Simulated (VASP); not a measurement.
Runs of VASP 6.6.1 on Si. The cell holds a slab with vacuum, 16 atoms: a = 7.734 Å, b = 3.867 Å, c = 24.170 Å, α = 90.00°, β = 90.00°, γ = 90.00°. The cell was built by a generator and needn't be a form met in nature.

| task | level | cell | k mesh | grid for exact exchange (PRECFOCK) | screening parameter | mesh quality | gap on the mesh (eV) | largest force (eV/Å) |
| --- | --- | --- | --- | --- | --- | --- | --- | --- |
| relaxation of the atoms | PBE | atoms relaxed | 4 × 7 × 1 | - | - | not flagged | 0.34 | 0.01 |
| work function | HSE06 | as given | 3 × 5 × 1 | Fast | 0.2 1/A | not flagged | 0.94 | (a) |
| work function | PBE | as given | 1 × 2 × 1 | - | - | coarse | 0.44 | (b) |
| work function | PBE | as given | 6 × 11 × 1 | - | - | not flagged | 0.36 | 0.02 |
| work function | PBE | as given | 4 × 7 × 1 | - | - | not flagged | 0.34 | 0.01 |

Alike in all rows: potentials or basis VASP PAW PBE potentials, release 64 (Si); no spin polarisation; cutoff (eV) 520; smearing gaussian 0.03 eV.

**Question.** Fill in the values left out.

**Answer.** (a) 0.28; (b) 0.73.

Caveats: some runs use coarse meshes; the PAW data sets were made with another functional, which shifts forces and pressure a little (some runs).

A k mesh can miss the band edges.
